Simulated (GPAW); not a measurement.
Runs of GPAW 26.7.0 on Cu. Symmetry: Fm-3m, No. 225, cubic system. Conventional cell: a = 3.615 Å, b = 3.615 Å, c = 3.615 Å, α = 90.00°, β = 90.00°, γ = 90.00°. Cu (site symmetry m-3m) is surrounded by 12 Cu at 2.56 Å. 

| task | level | potentials or basis | cell | band path | band points | eigensolver | gap on the mesh (eV) | pressure (GPa) | V0 of scaled cells (Å³/atom) | B0 (GPa) |
| --- | --- | --- | --- | --- | --- | --- | --- | --- | --- | --- |
| equation of state | AM05 | PAW data sets generated in the run's folder for this functional, pw | as given | - | - | - | - | - | 11.43 | 162 |
| equation of state | PBEsol | PAW data sets generated in the run's folder for this functional, pw | as given | - | - | - | - | - | 11.46 | (a) |
| single point | PBEsol | PAW data sets generated in the run's folder for this functional, pw | cell strained at random at fixed volume | - | - | - | none | -4.7 | - | - |
| band structure | BP86 | PAW data sets generated in the run's folder for this functional, pw | as given | GXWKGLUWLK,UX | 80 | - | - | (b) | - | - |
| single point | PBEsol | PAW data sets generated in the run's folder for this functional, pw | as given | - | - | - | none | -4.7 | - | - |
| band structure | OLYP | PAW data sets generated in the run's folder for this functional, pw | as given | GXWKGLUWLK,UX | 60 | davidson | - | 5.5 | - | - |

Alike in all rows: no spin polarisation; k mesh 13 × 13 × 13; cutoff (eV) 600; smearing fermi-dirac 0.05 eV.

Fill in the values left out.

(a) 164; (b) 3.3.

Caveats: with this Cu data set, volumes or pressures lay over 1.5 % or 2 GPa off other programs in two to four cells of ten.

A gap of «none» marks a metal or a gap under the smearing width.

Runs at the PBE level aren't shown here.
